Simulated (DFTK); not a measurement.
Na2S: single point with PBEsol

Na2S:

```
S Na
1.0
     0.00000    3.27350    3.27350
     3.27350    0.00000    3.27350
     3.27350    3.27350    0.00000
S Na
1 2
Direct
  0.00000 0.00000 0.00000
  0.75000 0.75000 0.75000
  0.25000 0.25000 0.25000
```

```json
{
  "Program": "DFTK 0.8.2",
  "Task": "single point",
  "Functional": "PBEsol",
  "Potentials or basis": "dojo.nc.sr.pbesol.v0_4_1.standard.upf (PBEsol)",
  "Cutoff": "1197 eV",
  "k mesh": "7 × 7 × 7",
  "Occupations": "fermi-dirac, width 0.05 eV",
  "Spin": "no spin polarisation"
}
```

```
Pressure               : -0.6 GPa
Band gap on the k mesh : 2.36 eV, direct
```

Levels at points of the mesh, in eV from the valence-band top:
```csv
k point,band 9,band 10,band 11,band 12,band 13,band 14,band 15,band 16
"(0.00, 0.00, 0.00)",-10.12,0.00,0.00,0.00,2.36,7.63,7.63,7.63
```

It took 2.7 min on 1 thread of Intel(R) Xeon(R) Platinum 8488C (Sapphire Rapids), with other jobs on the host, peak memory 1.9 GiB.

As with any semilocal functional, this PBEsol gap is likely too small.
